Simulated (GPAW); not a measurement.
The system is InP.

```xyz
2
Lattice="0.0000 2.9305 2.9305 2.9305 0.0000 2.9305 2.9305 2.9305 0.0000" Properties=species:S:1:pos:R:3 pbc="T T T"
In    0.0000    0.0000    0.0000
P     1.4652    1.4652    1.4652
```

Base run:

- Program: GPAW 26.7.0
- Functional: TASK
- Potentials or basis: GPAW PAW data sets (gpaw-data 1.2.1)
- Cutoff: 600 eV
- Basis: pw
- k mesh: 6 × 6 × 6
- Occupations: fermi-dirac, width 0.05 eV
- Spin: spin-orbit coupling, no magnetisation

Its results: band gap on the k mesh 1.87 eV, direct; pressure 5.6 GPa.

Question: The run is repeated on the same cell with these changes: functional from TASK to r4SCAN; spin axis theta (degrees) from 90 to 0. What comes out?

Answer: Band gap on the k mesh 1.03 eV, direct; pressure 1.1 GPa.

Caveats: spin-orbit coupling was added after a scalar SCF, so levels and gaps hold it while energy, forces, pressure and moments don't; this program's spin-orbit splittings come out too wide for heavy elements; the PAW data sets were made with another functional, which shifts forces and pressure a little.

Not every run made on this cell is shown here.
